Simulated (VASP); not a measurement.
Write the native input for VASP 6.6.1 that does the following.

```yaml
Task: relaxation of cell and atoms
Functional: PBE
Potentials_or_basis: VASP PAW PBE potentials, release 64 (Si)
Cutoff: 600 eV
k_mesh: 14 × 14 × 14
Occupations: gaussian, width 0.02 eV
Spin: no spin polarisation
Further_INCAR_settings: ALGO = Normal; EDIFF = 1e-06; IBRION = 2; EDIFFG = -0.005; NSW = 60; ISIF = 3
```

The structure of Si lies in POSCAR:

```
Si
1.0
    0.0000000000      2.7135600000      2.7135600000
    2.7135600000      0.0000000000      2.7135600000
    2.7135600000      2.7135600000      0.0000000000
Si
2
Direct
    0.7500000000      0.7500000000      0.7500000000
    0.5000000000      0.5000000000      0.5000000000
```

One way to write it, as run:

INCAR

```
SYSTEM = Si
PREC = Accurate ; ENCUT = 600
EDIFF = 1E-6 ; ISMEAR = 0
SIGMA = 0.02 ; LREAL = .FALSE.
LASPH = .TRUE. ; NELM = 80
ALGO = Normal ; ISIF = 3
LWAVE = .FALSE. ; LCHARG = .FALSE.
GGA = PE ; IBRION = 2
NSW = 60 ; EDIFFG = -0.005
```

KPOINTS

```
regular mesh
0
G
  14 14 14
  0 0 0
```

Potentials or basis: VASP PAW PBE potentials, release 64 (Si).

Launch:

```bash
$ cat potpaw_PBE.64/Si/POTCAR > POTCAR
$ mpirun -np 1 vasp_std > vasp.out
```

It gave:

* Relaxed volume: 20.44 Å³/atom
* Relaxed cell: a = 3.867 Å, b = 3.867 Å, c = 3.867 Å, α = 60.00°, β = 60.00°, γ = 60.00°
* Space group after relaxing (to 0.05 Å): Fd-3m (No. 227)
* Energy gained by relaxing: 3.0 meV/atom
* Ionic steps: 3
* Pressure after relaxing: 0.0 GPa
* Band gap on the k mesh: 0.61 eV, indirect (least direct gap 2.56 eV)

Run time: 34 s on 1 thread of Intel(R) Xeon(R) Platinum 8488C (Sapphire Rapids), on a shared host, peak memory 0.18 GiB.
